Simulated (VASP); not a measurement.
# PbSe (Fm-3m) in VASP: further runs

The runs below take PbSe through single point, relaxation of cell and atoms, with PBE+D3(BJ).

All numbers are computed with VASP 6.6.1; they aren't measurements. Logs are shortened: lines on timing, memory, paths and dates and some standing lists are left out, and cuts for length are marked.

**What was measured.**

From a printed reference work, monograph, for a bulk crystal of PbSe at 300 K: band gap 0.28 eV (direct).

How close the calculation comes is told below.

## 1. The cell of the first run

The structure is cubic, space group Fm-3m (No. 225). The conventional cell has a = 6.134 Å, b = 6.134 Å, c = 6.134 Å, α = 90.00°, β = 90.00°, γ = 90.00°. Pb (site symmetry m-3m) has 6 Se at 3.07 Å within 4.0 Å. Within 4.0 Å of Se (site symmetry m-3m) lie 6 Pb at 3.07 Å.

## 2. Single point, PBE+D3(BJ)

File INCAR:

```
SYSTEM = PbSe
PREC = Accurate ; ENCUT = 520
EDIFF = 1E-6 ; ISMEAR = 0
SIGMA = 0.01 ; LREAL = .False.
LASPH = .True. ; NELM = 100
ALGO = Normal ; ISIF = 2
LWAVE = .False. ; LCHARG = .True.
GGA = PE ; IVDW = 12
LELF = .True. ; LVHAR = .True.
NBANDS = 17
```

File KPOINTS:

```
regular mesh
0
Gamma
  10 10 10
  0 0 0
```

File POSCAR:

```
PbSe
1.0
    0.0000000000      3.0670873338      3.0670873338
    3.0670873338      0.0000000000      3.0670873338
    3.0670873338      3.0670873338      0.0000000000
Pb Se
1 1
Direct
    0.0000000000      0.0000000000      0.0000000000
    0.5000000000      0.5000000000      0.5000000000
```

Potentials or basis: VASP PAW PBE potentials, release 64 (Pb_d, Se).

Run with:

```sh
> cat potpaw_PBE.64/Pb_d/POTCAR potpaw_PBE.64/Se/POTCAR > POTCAR
> mpirun -np 1 vasp_std > vasp.out
```

OUTCAR:

```text
SYSTEM = PbSe
   PREC = Accurate
   ENCUT = 520
   EDIFF = 1E-6
   ISMEAR = 0
   LREAL = .False.
   LASPH = .True.
   NELM = 100
   ISIF = 2
   GGA = PE
   IVDW = 12
 IVDW          = 12

 ion  position               nearest neighbor table
   1  0.000  0.000  0.000-   2 3.07   2 3.07   2 3.07   2 3.07   2 3.07   2 3.07
   2  0.500  0.500  0.500-   1 3.07   1 3.07   1 3.07   1 3.07   1 3.07   1 3.07

  LATTYP: Found a face centered cubic cell.
 ALAT       =     6.1341746676

  Lattice vectors:

 A1 = (   0.0000000000,   3.0670873338,   3.0670873338)
 A2 = (   3.0670873338,   0.0000000000,   3.0670873338)
 A3 = (   3.0670873338,   3.0670873338,   0.0000000000)

Analysis of symmetry for initial positions (statically):
=====================================================================
 Subroutine PRICEL returns:
 Original cell was already a primitive cell.

 Routine SETGRP: Setting up the symmetry group for a
 face centered cubic supercell.

 Subroutine GETGRP returns: Found 48 space group operations
 (whereof 48 operations were pure point group operations)
 out of a pool of 48 trial point group operations.

The static configuration has the point symmetry O_h .

Analysis of symmetry for dynamics (positions and initial velocities):
=====================================================================
 Subroutine PRICEL returns:
 Original cell was already a primitive cell.

 Routine SETGRP: Setting up the symmetry group for a
 face centered cubic supercell.

 Subroutine GETGRP returns: Found 48 space group operations
 (whereof 48 operations were pure point group operations)
 out of a pool of 48 trial point group operations.

The dynamic configuration has the point symmetry O_h .

 Subroutine INISYM returns: Found 48 space group operations
 (whereof 48 operations are pure point group operations),
 and found     1 'primitive' translations

----------------------------------------------------------------------------------------

                                     Primitive cell

  volume of cell :      57.7043

  direct lattice vectors                    reciprocal lattice vectors
     0.000000000  3.067087334  3.067087334    -0.163021116  0.163021116  0.163021116
     3.067087334  0.000000000  3.067087334     0.163021116 -0.163021116  0.163021116
     3.067087334  3.067087334  0.000000000     0.163021116  0.163021116 -0.163021116

  length of vectors
     4.337516504  4.337516504  4.337516504     0.282360856  0.282360856  0.282360856

  position of ions in fractional coordinates (direct lattice)
     0.000000000  0.000000000  0.000000000
     0.500000000  0.500000000  0.500000000

  ion indices of the primitive-cell ions
   primitive index   ion index
                 1           1
                 2           2

----------------------------------------------------------------------------------------

 KPOINTS: regular mesh

Automatic generation of k-mesh.
 Grid dimensions read from file:
 generate k-points for:   10   10   10

 Generating k-lattice:

  Cartesian coordinates                     Fractional coordinates (reciprocal lattice)
    -0.016302112  0.016302112  0.016302112     0.100000000  0.000000000  0.000000000
     0.016302112 -0.016302112  0.016302112     0.000000000  0.100000000  0.000000000
     0.016302112  0.016302112 -0.016302112     0.000000000  0.000000000  0.100000000

  Length of vectors
     0.028236086  0.028236086  0.028236086

  Shift w.r.t. Gamma in fractional coordinates (k-lattice)
     0.000000000  0.000000000  0.000000000

 Subroutine IBZKPT returns following result:
 ===========================================

 Found     47 irreducible k-points:

 Following reciprocal coordinates:
            Coordinates               Weight
  0.000000  0.000000  0.000000      1.000000
  0.100000  0.000000  0.000000      8.000000
  0.200000  0.000000  0.000000      8.000000
  0.300000  0.000000  0.000000      8.000000
  0.400000  0.000000  0.000000      8.000000
  0.500000  0.000000  0.000000      4.000000
[... 16 lines left out ...]
  0.300000  0.300000  0.000000      6.000000
  0.400000  0.300000  0.000000     24.000000
 [... further k-points ...]
   k-points           NKPTS =     47   k-points in BZ     NKDIM =     47   number of bands    NBANDS=     17
   number of dos      NEDOS =    301   number of ions     NIONS =      2
   total plane-waves  NPLWV =  32768
   dimension x,y,z NGX =    32 NGY =   32 NGZ =   32
   dimension x,y,z NGXF=    64 NGYF=   64 NGZF=   64
   ions per type =               1   1
   NGX,Y,Z   is equivalent  to a cutoff of  12.26, 12.26, 12.26 a.u.
   NGXF,Y,Z  is equivalent  to a cutoff of  24.53, 24.53, 24.53 a.u.
 SYSTEM =  PbSe
   PREC   = accura    normal or accurate (medium, high low for compatibility)
   ISTART =      0    job   : 0-new  1-cont  2-samecut
   ICHARG =      2    charge: 1-file 2-atom 10-const
   ISPIN  =      1    spin polarized calculation?
   LNONCOLLINEAR =      F non collinear calculations
   LSORBIT =      F    spin-orbit coupling
   LASPH  =      T    aspherical Exc in radial PAW
   ENCUT  =  520.0 eV  38.22 Ry    6.18 a.u.   8.06  8.06  8.06*2*pi/ulx,y,z
   NELM   =    100;   NELMIN=  2; NELMDL= -5     # of ELM steps
   EDIFF  = 0.1E-05   stopping-criterion for ELM
   LREAL  =      F    real-space projection
   EDIFFG = 0.1E-04   stopping-criterion for IOM
   NSW    =      0    number of steps for IOM
   IBRION =     -1    ionic relax: 0-MD 1-quasi-New 2-CG
   NFREE  =      0    steps in history (QN), initial steepest desc. (CG)
   ISIF   =      2    stress and relaxation
   ISYM   =      2    0-nonsym 1-usesym 2-fastsym
   POTIM  = 0.5000    time-step for ionic-motion
   TEBEG  =    0.0;   TEEND  =   0.0 temperature during run
   PSTRESS=    0.0 pullay stress
   NELECT =      20.0000    total number of electrons
   NUPDOWN=      -1.0000    fix difference up-down
   EMIN   =  10.00;   EMAX   =-10.00  energy-range for DOS
   EFERMI =   0.00;   METHOD = LEGACY
   ISMEAR =     0;   SIGMA  =   0.01  broadening in eV -4-tet -1-fermi 0-gaus
   EFERMI_NEDOS =   21; number of points for ismear=-14 and -15
   IALGO  =     38    algorithm
   IMIX   =      4    mixing-type and parameters
     AMIX     =   0.40;   BMIX     =  1.00
     AMIX_MAG =   1.60;   BMIX_MAG =  1.00
  volume/ion in A,a.u.               =      28.85       194.70
  Fermi-wavevector in a.u.,A,eV,Ry     =   1.149958  2.173106 17.992394  1.322404
  Thomas-Fermi vector in A             =   2.286625
   LORBIT       =      0    0 simple, 1 ext, 2 COOP (PROOUT), +10 PAW based schemes
   GGA     = PE    functional components
   LHFCALC =     F    Hartree Fock is set to
   AEXX    =    0.0000 exact exchange contribution
   IVDW    =    12    specifies the selected vdW correction
   LEPSILON=     F    determine dielectric tensor
   LRPA    =     F    only Hartree local field effects (RPA)
 non-spin polarized calculation
 Gauss-broadening in eV      SIGMA  =   0.01
  energy-cutoff  :      520.00
  volume of cell :       57.70
 maximum number of plane-waves:      1588
   NGX = 17   NGY = 17   NGZ = 17

 number of electron      19.9999998 magnetization

 Free energy of the ion-electron system (eV)
  ---------------------------------------------------
  ext. energy  EPLUGINS =         0.00000000
  ---------------------------------------------------
  free energy    TOTEN  =        -8.18273215 eV

  energy without entropy =       -8.18273215  energy(sigma->0) =       -8.18273215

 E-fermi :   5.1271     XC(G=0):  -9.5008

 val. band max:        4.9869552717   @ k =   0.5000   0.0000   0.0000
 cond. band min:       5.2990377972   @ k =   0.5000   0.0000   0.0000
 fundamental gap:      0.3120825255
 Fermi energy:         5.1271473221

 k-point     1 :       0.0000    0.0000    0.0000
  band No.  band energies     occupation
      1     -11.8353      2.00000
      2     -11.8353      2.00000
      3     -11.8353      2.00000
      4     -11.8309      2.00000
      5     -11.8309      2.00000
      6      -8.5490      2.00000
[... 9 lines left out ...]
     16      11.5211      0.00000
     17      13.1848      0.00000

 k-point     2 :       0.1000    0.0000    0.0000
  band No.  band energies     occupation
      1     -11.8349      2.00000
      2     -11.8348      2.00000
      3     -11.8348      2.00000
      4     -11.8307      2.00000
      5     -11.8307      2.00000
      6      -8.4735      2.00000
[... 9 lines left out ...]
     16      11.7474      0.00000
     17      13.9584      0.00000

 k-point     3 :       0.2000    0.0000    0.0000
  band No.  band energies     occupation
      1     -11.8401      2.00000
      2     -11.8401      2.00000
      3     -11.8340      2.00000
      4     -11.8234      2.00000
      5     -11.8234      2.00000
      6      -8.2589      2.00000
[... 9 lines left out ...]
     16      12.3217      0.00000
     17      15.3901      0.00000

 k-point     4 :       0.3000    0.0000    0.0000
  band No.  band energies     occupation
      1     -11.8473      2.00000
      2     -11.8473      2.00000
      3     -11.8331      2.00000
      4     -11.8135      2.00000
      5     -11.8135      2.00000
      6      -7.9475      2.00000
[... 9 lines left out ...]
     16      13.1941      0.00000
     17      16.7449      0.00000

 k-point     5 :       0.4000    0.0000    0.0000
  band No.  band energies     occupation
      1     -11.8531      2.00000
      2     -11.8531      2.00000
      3     -11.8325      2.00000
      4     -11.8055      2.00000
      5     -11.8055      2.00000
      6      -7.6373      2.00000
[... 9 lines left out ...]
     16      14.3031      0.00000
     17      16.1197      0.00000

 k-point     6 :       0.5000    0.0000    0.0000
  band No.  band energies     occupation
      1     -11.8554      2.00000
      2     -11.8554      2.00000
      3     -11.8323      2.00000
      4     -11.8024      2.00000
      5     -11.8024      2.00000
      6      -7.4972      2.00000
[... 9 lines left out ...]
     16      15.1490      0.00000
     17      15.1490      0.00000

 k-point     7 :       0.1000    0.1000    0.0000
  band No.  band energies     occupation
      1     -11.8370      2.00000
      2     -11.8370      2.00000
      3     -11.8314      2.00000
      4     -11.8314      2.00000
      5     -11.8292      2.00000
      6      -8.4477      2.00000
[... 9 lines left out ...]
     16      12.1879      0.00000
     17      13.6703      0.00000

 k-point     8 :       0.2000    0.1000    0.0000
  band No.  band energies     occupation
      1     -11.8452      2.00000
      2     -11.8371      2.00000
      3     -11.8331      2.00000
      4     -11.8262      2.00000
      5     -11.8220      2.00000
      6      -8.2774      2.00000
[... 9 lines left out ...]
     16      12.8325      0.00000
     17      14.5404      0.00000
[... 203 lines left out ...]
      1     -11.8865      2.00000
      2     -11.8395      2.00000
      3     -11.8317      2.00000
      4     -11.8107      2.00000
      5     -11.8000      2.00000
      6      -7.3835      2.00000
[... 9 lines left out ...]
     16      15.4931      0.00000
     17      15.9395      0.00000

 k-point    20 :      -0.4000    0.2000    0.0000
  band No.  band energies     occupation
      1     -11.8798      2.00000
      2     -11.8442      2.00000
      3     -11.8258      2.00000
      4     -11.8125      2.00000
      5     -11.8036      2.00000
      6      -7.3486      2.00000
[... 9 lines left out ...]
     16      14.2796      0.00000
     17      16.6184      0.00000

 k-point    21 :      -0.3000    0.2000    0.0000
  band No.  band energies     occupation
      1     -11.8672      2.00000
      2     -11.8462      2.00000
      3     -11.8260      2.00000
      4     -11.8124      2.00000
      5     -11.8113      2.00000
      6      -7.5404      2.00000
[... 9 lines left out ...]
     16      14.5982      0.00000
     17      15.7590      0.00000

 k-point    22 :      -0.2000    0.2000    0.0000
  band No.  band energies     occupation
      1     -11.8532      2.00000
      2     -11.8455      2.00000
      3     -11.8304      2.00000
      4     -11.8194      2.00000
      5     -11.8124      2.00000
      6      -7.8352      2.00000
[... 9 lines left out ...]
     16      14.5185      0.00000
     17      15.1398      0.00000

 k-point    23 :       0.3000    0.3000    0.0000
  band No.  band energies     occupation
      1     -11.8983      2.00000
      2     -11.8468      2.00000
      3     -11.8188      2.00000
      4     -11.8074      2.00000
      5     -11.8074      2.00000
      6      -7.7240      2.00000
[... 9 lines left out ...]
     16      15.0155      0.00000
     17      15.5243      0.00000

 k-point    24 :       0.4000    0.3000    0.0000
  band No.  band energies     occupation
      1     -11.9147      2.00000
      2     -11.8468      2.00000
      3     -11.8203      2.00000
      4     -11.8027      2.00000
      5     -11.8002      2.00000
      6      -7.4812      2.00000
[... 9 lines left out ...]
     16      15.7097      0.00000
     17      16.4488      0.00000

 [... further k-points ...]

------------------------ aborting loop because EDIFF is reached ----------------------------------------

 Edisp (eV)   -0.73184

 E8    (eV) :    -0.3415

  FORCE on cell =-STRESS in cart. coord.  units (eV):
  Direction    XX          YY          ZZ          XY          YZ          ZX
  --------------------------------------------------------------------------------------
  -------------------------------------------------------------------------------------
  Total      -0.00823    -0.00823    -0.00823     0.00000     0.00000     0.00000
  in kB      -0.22848    -0.22848    -0.22848     0.00000     0.00000     0.00000
  external pressure =       -0.23 kB  Pullay stress =        0.00 kB

 VOLUME and BASIS-vectors are now :
 -----------------------------------------------------------------------------
  energy-cutoff  :      520.00
  volume of cell :       57.70
      direct lattice vectors                 reciprocal lattice vectors
     0.000000000  3.067087334  3.067087334    -0.163021116  0.163021116  0.163021116
     3.067087334  0.000000000  3.067087334     0.163021116 -0.163021116  0.163021116
     3.067087334  3.067087334  0.000000000     0.163021116  0.163021116 -0.163021116

 POSITION                                       TOTAL-FORCE (eV/Angst)
 -----------------------------------------------------------------------------------
      0.00000      0.00000      0.00000         0.000000     -0.000000     -0.000000
      3.06709      3.06709      3.06709        -0.000000      0.000000      0.000000
 -----------------------------------------------------------------------------------
    total drift:                                0.000000     -0.000000     -0.000000

  FREE ENERGIE OF THE ION-ELECTRON SYSTEM (eV)
  ---------------------------------------------------
  free  energy   TOTEN  =        -8.9145754720 eV

  energy  without entropy=       -8.9145754720  energy(sigma->0) =       -8.91457547
```

Run time: 13 s. Hardware: 1 thread of Intel Xeon 6975P-C (Granite Rapids), shared host; peak memory 0.21 GiB.

What came out:

```yaml
Free_energy: -8.9146 eV
Pressure: 0.0 GPa
Band_gap_on_the_k_mesh: 0.31 eV, direct
Dispersion_energy_per_atom: -0.366 eV
```

Caveat: spin-orbit coupling is left out, which moves the levels of the heavy elements.

(Part 1 of 2 ends here.)
